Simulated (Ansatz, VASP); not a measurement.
This is a calculation of CO2 for VASP 6.6.1.

Contents of INCAR:

```
PREC = Accurate
ENCUT = 520
EDIFF = 1E-6
ISMEAR = -1
SIGMA = 0.05
LREAL = F
LASPH = T
NELM = 80
ALGO = Normal
ISIF = 2
LWAVE = F
LCHARG = T
GGA = PS
LELF = T
LVHAR = T
NBANDS = 25
```

KPOINTS

```
Automatic mesh
0
Gamma
  8 8 4
```

File POSCAR:

```
CO2
1.0
    2.6182200176     -2.3713549653      0.0000000000
    2.6182200176      2.3713549653      0.0000000000
    0.0000000000      0.0000000000      6.5429643503
O C
4 2
Direct
    0.3065085700      0.6934914300      0.6081566100
    0.6934914300      0.3065085700      0.3918433900
    0.1934914300      0.8065085700      0.1081566100
    0.8065085700      0.1934914300      0.8918433900
    0.5000000000      0.5000000000      0.5000000000
    0.0000000000      0.0000000000      0.0000000000
```

Potentials or basis: VASP PAW PBE potentials, release 64 (O, C).

Launch:

```console
$ cat potpaw_PBE.64/O/POTCAR potpaw_PBE.64/C/POTCAR > POTCAR
$ mpirun -np 1 vasp_std > vasp.out
```

Task: Set up the same calculation for Ansatz 0.2.0. Potentials there: all-electron LAPW, scalar-relativistic.

Result: As run (the cutoff follows the program's own potentials):

File input.yaml:

```yaml
crystal:
  lattice:
    - [2.6182200176, -2.3713549653, 0.0]
    - [2.6182200176, 2.3713549653, 0.0]
    - [0.0, 0.0, 6.5429643503]
  atoms:
    - { symbol: O, position: [0.30650857, 0.69349143, 0.60815661] }
    - { symbol: O, position: [0.69349143, 0.30650857, 0.39184339] }
    - { symbol: O, position: [0.19349143, 0.80650857, 0.10815661] }
    - { symbol: O, position: [0.80650857, 0.19349143, 0.89184339] }
    - { symbol: C, position: [0.5, 0.5, 0.5] }
    - { symbol: C, position: [0.0, 0.0, 0.0] }
kpoints:
  mp_grid: { grid: [8, 8, 4] }
scf:
  occupations: { method: fermi_dirac, width: 0.05 }
hamiltonian:
  xc: pbesol
  pseudopotentials: { kind: all_electron, lapw: { basis_error: 0.001 } }
output:
  forces: true
  stress: true
  eigenvalues: true
```

Potentials or basis: all-electron LAPW, scalar-relativistic.

Run with:

```bash
$ ansatz run input.yaml --threads 4 --pin off --max-ram 12288MiB --backend cpu --events-out ev --progress --plain --runs-dir out
```

Both were run:

|  | VASP | Ansatz | Ansatz less VASP |
| --- | --- | --- | --- |
| gap on the k mesh at the Fermi level (eV) | 6.61 | 6.63 | +0.025 |
| least direct gap on the mesh (eV) | 7.19 | 7.22 | +0.027 |
| pressure (GPa) | 5.6 | 3.7 | -1.90 |
| largest component of the traceless stress (GPa) | 4.54 | 2.33 | -2.212 |
| rms of the force components (eV/Å) | 0.721 | 0.374 | -0.3474 |

Atom by atom the forces differ by 0.347 eV/Å (rms over components). Ansatz ran all-electron here, so the differences hold the error of VASP's frozen core and of both bases.

Caveats: the standard files for N, O and F lose accuracy on very short bonds (VASP); the PAW data sets were made with another functional, which shifts forces and pressure a little (VASP). A k mesh can miss the band edges.
